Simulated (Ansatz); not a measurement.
**Ge: strain energy, fitted**

Ge, P6_3/mmc, a = 4.058 Å, c = 6.693 Å. This isn't the element's structure at ambient conditions. Ansatz: PBE, PAW, 420 eV, Γ-centred 12×12×8 mesh on 4 atoms, Gaussian smearing 0.10 eV; no spin polarisation. Series: biaxial strain in the a-b plane, c and atoms relaxed; x is the strain in per cent. y is the free energy over the unstrained cell, V0 = 23.863 Å³/atom.

```tsv
x (%)	y (meV/atom)
-4.5	?
-3.0	21.94
-1.5	5.31
0.0	0.00
1.5	4.93
3.0	19.00
4.5	41.03
```

Problem. Fit y = c2 x² + c3 x³ to the other rows, turn c2 into a modulus, and predict the missing energy.

Solution. Least squares on the rows shown. y = 2.2737 x² − 0.054918 x³. In eV per unit strain² c2 is 22.74; M is the biaxial modulus (E = M V0 ε²): 22.74 × 160.2 / (23.863) = 153 GPa. At x = -4.5 the fit asked for gives 51.05 meV/atom. The run gave 51.19 meV/atom, so the fit is 0.14 meV/atom too low, a small miss on the scale of the series.